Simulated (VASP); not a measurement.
A VASP 6.6.1 single-point calculation on BN

INCAR

```
LCHARG = .FALSE.
ISMEAR = -1
SIGMA = 0.02
NSW = 0
NELM = 120
LWAVE = .FALSE.
LASPH = .TRUE.
ISIF = 2
EDIFF = 1E-7
LREAL = .FALSE.
PREC = Accurate
ENCUT = 520
IVDW = 20
NBANDS = 11
IBRION = -1
GGA = PE
```

KPOINTS

```
KPOINTS created by Atomic Simulation Environment
0
Gamma
12 12 12
0 0 0
```

POSCAR

```
B  N
 1.0000000000000000
    -0.0000000000000000    1.8048254650102595    1.8048254650102595
     1.8048254650102595   -0.0000000000000000    1.8048254650102595
     1.8048254650102595    1.8048254650102595    0.0000000000000000
 B   N
   1   1
Cartesian
  0.0000000000000000  0.0000000000000000 -0.0000000000000000
  0.9024127325051298  0.9024127325051298  0.9024127325051298
```

The recommended PBE PAW datasets give the neutral cell 8 valence electrons.

Command

```
mpirun -np 1 vasp_std
```

**Question.** How does this run end, and what does it give?

**Answer.** It converged. Results: gap between bands v and c on the k mesh 4.46 eV; least direct gap on the k mesh 8.84 eV; pressure -2.2 GPa. Band v is the last that the valence electrons fill when counted band by band, and c is the next.

OSZICAR

```
N       E                     dE             d eps       ncg     rms          rms(c)
DAV:   1     0.990950683528E+01    0.99095E+01   -0.52493E+03  1616   0.738E+02
DAV:   2    -0.178984438846E+02   -0.27808E+02   -0.26976E+02  1862   0.164E+02
DAV:   3    -0.184197599397E+02   -0.52132E+00   -0.52043E+00  1887   0.191E+01
DAV:   4    -0.184203847851E+02   -0.62485E-03   -0.62484E-03  1698   0.737E-01
DAV:   5    -0.184203853514E+02   -0.56630E-06   -0.56620E-06  1800   0.223E-02    0.673E+00
DAV:   6    -0.175359520758E+02    0.88443E+00   -0.29276E+00  1659   0.991E+00    0.328E+00
DAV:   7    -0.174625244916E+02    0.73428E-01   -0.10601E-01  1785   0.268E+00    0.193E+00
DAV:   8    -0.174480732922E+02    0.14451E-01   -0.35752E-02  1763   0.138E+00    0.195E-01
DAV:   9    -0.174482544838E+02   -0.18119E-03   -0.95891E-04  1668   0.259E-01    0.840E-02
DAV:  10    -0.174483409793E+02   -0.86496E-04   -0.12136E-04  1727   0.940E-02    0.151E-02
DAV:  11    -0.174483461911E+02   -0.52118E-05   -0.91755E-06  1806   0.249E-02    0.106E-02
DAV:  12    -0.174483462153E+02   -0.24182E-07   -0.15894E-06  1761   0.860E-03    0.624E-04
DAV:  13    -0.174483462117E+02    0.36038E-08   -0.22579E-08   849   0.148E-03
   1 F= -.17862844E+02 E0= -.17862844E+02  d E =-.532941E-13
```

For comparison, a separate PBE run of the intended cell, on usual settings and not on those above, gives a gap of 4.46 eV on its mesh and a pressure of 5.0 GPa.
